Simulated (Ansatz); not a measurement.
# Mg2Si (Fm-3m): gap against strain (isotropic on every length)

Mg2Si (Fm-3m) from a database structure, relaxed with r2SCAN in Ansatz, then strained (isotropic on every length; changes of length per length, axes as in the cell below) with the atoms relaxed again within the symmetry that is left. It is cubic, Fm-3m (No. 225); a = 6.338 Å in the conventional setting, 21.22 Å³ an atom. Mg is surrounded by 4 Si at 2.74 Å; Si is surrounded by 8 Mg at 2.74 Å. Calculated for a static, non-magnetic cell.

```
CELL_PARAMETERS angstrom
0.00000 3.16897 3.16897
3.16897 0.00000 3.16897
3.16897 3.16897 0.00000
ATOMIC_POSITIONS crystal
Mg 0.25000 0.25000 0.25000
Mg 0.75000 0.75000 0.75000
Si 0.00000 0.00000 0.00000
```

Gaps are the least over each mesh (r2SCAN 8×8×8, HSE06 6×6×6 when unstrained) and the special points, which keep their unstrained names; stress is the change from the unstrained cell, compression positive.

```
strain (%)  gap, r2SCAN (eV)  gap, HSE06 (eV)  edges, HSE06  mean stress, r2SCAN (GPa)  energy rise, r2SCAN (meV/atom)
       0.0             0.445            0.562         Γ → X                       0.00                             0.0
     +1.55             0.494            0.608         Γ → X                      -2.45                             8.0
     +1.65             0.496            0.611         Γ → X                      -2.59                             9.0
     +2.51             0.521            0.634         Γ → X                      -3.73                            20.3
     +5.69             0.508            0.573         Γ → X                      -6.93                            95.1
```

The meshes of the hybrids are coarse, so their gaps aren't converged to the digits shown.
